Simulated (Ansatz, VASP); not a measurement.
## One calculation of PbS (Galena), two programs

```
Pb S
1.0
     0.00000    2.95175    2.95175
     2.95175    0.00000    2.95175
     2.95175    2.95175    0.00000
Pb S
1 1
Cartesian
  0.0000 0.0000 0.0000
  2.9518 2.9518 2.9518
```

Alike in both runs: functional PBEsol; k mesh 10 × 10 × 10; occupations gaussian, width 0.01 eV; no spin polarisation.

Ansatz relaxed the structure, and its values are those at the end. VASP's run is a single point on that final structure, the one shown.

```csv
,VASP,Ansatz
version,VASP 6.6.1,Ansatz 0.2.0
potentials or method,"VASP PAW PBE potentials, release 64 (Pb_d, S)","scalar-relativistic, plane waves, PAW"
plane-wave cutoff (eV),520,420
valence electrons in the cell,20,20
```

VASP gave:

* gap on the k mesh at the Fermi level (eV): 0.20
* least direct gap on the mesh (eV): 0.20
* pressure (GPa): -0.1

Problem. What did Ansatz give for the same quantities?

Solution. gap on the k mesh at the Fermi level (eV): 0.19; least direct gap on the mesh (eV): 0.19; pressure (GPa): 0.0.

Caveats: the PAW data sets were made with another functional, which shifts forces and pressure a little (VASP); spin-orbit coupling is left out, which as a rule narrows the gap of such compounds by several tenths of an eV.
